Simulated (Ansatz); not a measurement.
Calculated with Ansatz (gas phase, PBE0-D4/def2-TZVP geometries, no zero-point term in ΔE). CBS: MP2 limit from def2 TZ/QZ plus the TZ coupled-cluster correction, frozen cores. This one scheme is used for every species. Functionals use def2-TZVPP. Open shells (•) are unrestricted, without spin–orbit coupling.

`[SiH3][SiH2][SiH3]` + `F[C](F)F`• → `[SiH3][SiH][SiH3]`• + `FC(F)F`  (hydrogen abstraction from the Si–H bond)

```csv
level,ΔE (kJ/mol)
PBE0,-92.5
MP2/def2-SVP,-97.0
CCSD(T)/def2-SVP,-93.7
MP2/def2-TZVPP,-100.9
```

Q: What does CCSD(T)/CBS give? (An estimate is asked.)

A: Ansatz gave: -97.3 kJ/mol. The listed levels differ from it by 4.8, 0.3, 3.6, -3.6 kJ/mol.

Largest T1 diagnostic among the species: 0.015.

From BLYP to BHLYP (50 % exact exchange), in def2-TZVPP and without D4, ΔE moves by −3.0 kJ/mol. Leaving LDA and LC-ωPBE aside and taking each functional with its dispersion term where it has one, the values, not all of them listed here, spread over 11.7 kJ/mol, from B97M-V to ωB97X-V. LDA lies −7.4 kJ/mol from PBE without D4.

CCSD(T)/CBS has its own doubt, a few kJ/mol and more with outer-core shells, so smaller differences from it don't rank the levels.
